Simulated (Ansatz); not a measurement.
Ionic part of the dielectric constant of ZnSe at 7 GPa, mode by mode

Level of theory: DFT PBE, scalar-relativistic, plane waves, PAW in Ansatz. Plane waves to 420 eV; Γ-centred k mesh 8×8×8; fixed occupations. No spin polarisation. Phonons by linear response, acoustic sum rule imposed.

It takes space group F-43m (No. 216, cubic). The conventional cell has a = 5.547 Å, b = 5.547 Å, c = 5.547 Å, α = 90.00°, β = 90.00°, γ = 90.00°. Zn (site symmetry -43m) is surrounded by 4 Se at 2.40 Å. Se (site symmetry -43m) has 4 Zn at 2.40 Å as nearest neighbours.

 The run warned that the force constants aren't converged on this k mesh, so the frequencies and all that is formed from them are rough.

The primitive cell has V = 42.68 Å³ and ε∞,xx = 7.125. Each polar mode adds Δε = (4.92064×10⁷/V)·S/ν² along x, with S its oscillator strength in e²/amu, ν in cm⁻¹ and V in Å³.

Q: From these modes, find each Δε and ε0,xx.
```tsv
ν (cm⁻¹)	S_xx (e²/amu)
229.8	0.1066
```

A:
```json
{"ν (cm⁻¹)": "229.8", "Δε": "2.33"}
```

The sum is 2.327, so ε0,xx = 9.45; the run's tensor has 9.45.

Q: Where do the longitudinal modes lie for a wave vector along x?

A: At 265 cm⁻¹. The Lyddane–Sachs–Teller product Π(ν_LO/ν_TO)² = 1.33 matches ε0/ε∞ = 1.33.

Cost: 1 run of about 0.6 core-minutes, on Intel Xeon 6975P-C (Granite Rapids) (shared hosts).

The static response of compressed ZnSe appears to be mainly electronic, with ε∞,xx = 7.125 against a provisional lattice term of 2.33. This fits a polar covalent tetrahedral semiconductor, whose valence electrons are readily polarised while the Zn and Se sublattices carry opposite dynamical charges. Their relative motion is the only zone-centre optical vibration, threefold degenerate by cubic symmetry, so it supplies the whole ionic term. Its displacement pattern is fixed by symmetry and the masses, so an error in the force constants enters Δε through the inverse square of the frequency, not through the oscillator strength. The Lyddane–Sachs–Teller agreement therefore confirms internal consistency, not the accuracy of the mode frequency.

The electronic constant is larger than expected from measurements on ZnSe, probably because PBE places the empty conduction states too close to the valence band and so makes the electrons too polarisable. A single pressure can't show how compression shifts the balance between electronic and ionic screening.
